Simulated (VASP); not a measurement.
A run of VASP 6.6.1:

Contents of POSCAR:

```
CdTe                                    
1.0
    0.0000000000      3.2477981878      3.2477981878
    3.2477981878      0.0000000000      3.2477981878
    3.2477981878      3.2477981878      0.0000000000
  Cd              Te            
     1     1
Direct
     0.0000000000000000    0.0000000000000000    0.0000000000000000
     0.2500000000000000    0.2500000000000000    0.2500000000000000
```

The input INCAR.step1:

```
SYSTEM = CdTe
ALGO = Normal
EDIFF = 1E-8
ENCUT = 520
GGA = PE
ISIF = 2
ISMEAR = 0
KPAR = 4
LASPH = .True.
LCHARG = .False.
LEPSILON = .True.
LREAL = .False.
LWAVE = .False.
NELM = 80
PREC = Accurate
SIGMA = 0.03
```

File KPOINTS.step1:

```
Automatic mesh
0
G
  8 8 8
  0 0 0
```

File INCAR.step2:

```
SYSTEM = CdTe
ALGO = Normal
EDIFF = 1E-5
ENCUT = 520
GGA = PE
ISIF = 2
ISMEAR = 0
KPAR = 4
LASPH = .True.
LCHARG = .False.
LREAL = .False.
LWAVE = .True.
NBANDS = 16
NELM = 80
PREC = Accurate
SIGMA = 0.03
```

File KPOINTS.step2:

```
k-points
0
Gamma
  6 6 6
  0 0 0
```

The input INCAR.step3:

```
SYSTEM = CdTe
AEXX = 0.0946
ALGO = Normal
EDIFF = 1E-7
ENCUT = 520
GGA = PE
HFRCUT = -1
ISIF = 2
ISMEAR = 0
ISTART = 1
KPAR = 4
LASPH = .True.
LCHARG = .False.
LHFCALC = .True.
LREAL = .False.
LWAVE = .False.
NBANDS = 16
NELM = 80
PREC = Accurate
PRECFOCK = Fast
SIGMA = 0.03
```

KPOINTS.step3

```
k-points
0
Gamma
  6 6 6
  0 0 0
```

KPOINTS_OPT

```
explicit points
6
Reciprocal
 0.0000000000  0.0000000000  0.0000000000 1
 0.3750000000  0.3750000000  0.7500000000 1
 0.5000000000  0.5000000000  0.5000000000 1
 0.6250000000  0.2500000000  0.6250000000 1
 0.5000000000  0.2500000000  0.7500000000 1
 0.5000000000  0.0000000000  0.5000000000 1
```

Potentials or basis: VASP PAW PBE potentials, release 64 (Cd, Te).

Launch:

```sh
$ cat potpaw_PBE.64/Cd/POTCAR potpaw_PBE.64/Te/POTCAR > POTCAR
$ cp INCAR.step1 INCAR
$ cp KPOINTS.step1 KPOINTS
$ mpirun -np 4 vasp_std > vasp.out
$ cp INCAR.step2 INCAR
$ cp KPOINTS.step2 KPOINTS
$ mpirun -np 4 vasp_std > vasp.out
$ cp INCAR.step3 INCAR
$ cp KPOINTS.step3 KPOINTS
$ mpirun -np 4 vasp_std > vasp.out
```

Hardware: 4 MPI ranks on Intel(R) Xeon(R) Platinum 8488C (Sapphire Rapids) (shared host).

**Question.** Estimate the wall time of this run.

**Answer.** Run time: 11 min on 4 MPI ranks on Intel(R) Xeon(R) Platinum 8488C (Sapphire Rapids) (shared host), peak memory 0.42 GiB a rank. Counts: scf iterations 20, k points 16.
